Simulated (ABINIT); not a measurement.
Runs of ABINIT 10.8.3 (patched build) on BAs. The structure is cubic, space group F-43m (No. 216). Conventional cell: a = 4.777 Å, b = 4.777 Å, c = 4.777 Å, α = 90.00°, β = 90.00°, γ = 90.00°. As (site symmetry -43m) is surrounded by 4 B at 2.07 Å. Around B (site symmetry -43m) lie 4 As at 2.07 Å. 

| task | level | potentials or basis | spin | V0 of scaled cells (Å³/atom) | B0 (GPa) |
| --- | --- | --- | --- | --- | --- |
| equation of state | revPBE | JTH PAW PBE v2.0 sp | off | (b) | 128 |
| equation of state | PBE+D3(BJ) | JTH PAW PBE v2.0 | off | (c) | 140 |
| equation of state | BP86 | JTH PAW PBE v2.0 sp | off | 14.10 | 129 |
| equation of state | SOGGA | JTH PAW PBE v2.0 sp | off | 13.52 | (a) |

Alike in all rows: cell as given; k mesh 10 × 10 × 10; cutoff (eV) 408; smearing fermi-dirac 0.05 eV.

Q: Estimate the missing entries.

A: (a) 144; (b) 14.17; (c) 13.53.

Caveats: pressures at fixed basis lie under the slope of the energies; the PAW data sets were made with another functional, which shifts forces and pressure a little (some runs); this set keeps more shells in the core, which shifts pressures and gaps (some runs).
